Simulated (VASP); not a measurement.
Crystal: KBr.

```
Br K
1.0
     0.00000    3.30000    3.30000
     3.30000    0.00000    3.30000
     3.30000    3.30000    0.00000
Br K
1 1
Direct
  0.50000 0.50000 0.50000
  0.00000 0.00000 0.00000
```

| Quantity | Value |
| --- | --- |
| Program | VASP 6.6.1 |
| Task | relaxation of cell and atoms |
| Functional | PW91 |
| Potentials or basis | VASP PAW PBE potentials, release 64 (Br, K_sv) |
| Cutoff | 600 eV |
| k mesh | 7 × 7 × 7 |
| Occupations | fermi-dirac, width 0.05 eV |
| Spin | no spin polarisation |

At the start: pressure 0.7 GPa; volume 35.94 Å³/atom.

Question: Where does the relaxation end?

Answer: Over 3 steps the energy falls by 3.7 meV/atom and the volume is 37.64 Å³/atom (+4.7 %); space group Fm-3m (No. 225, to 0.05 Å).

Step by step:
```
step  energy change (eV)  largest force (eV/Å)  pressure (GPa)  volume (Å³)
   1              0.0000                0.0000            0.71        71.87
   2             -0.0054                0.0000            0.34        73.55
   3             -0.0073                0.0000            0.01        75.28
```

Final structure:
```
Br K
1.0
     0.00000    3.35134    3.35134
     3.35134    0.00000    3.35134
     3.35134    3.35134    0.00000
Br K
1 1
Direct
  0.50000 0.50000 0.50000
  0.00000 0.00000 0.00000
```

Caveat: the PAW data sets were made with another functional, which shifts forces and pressure a little.
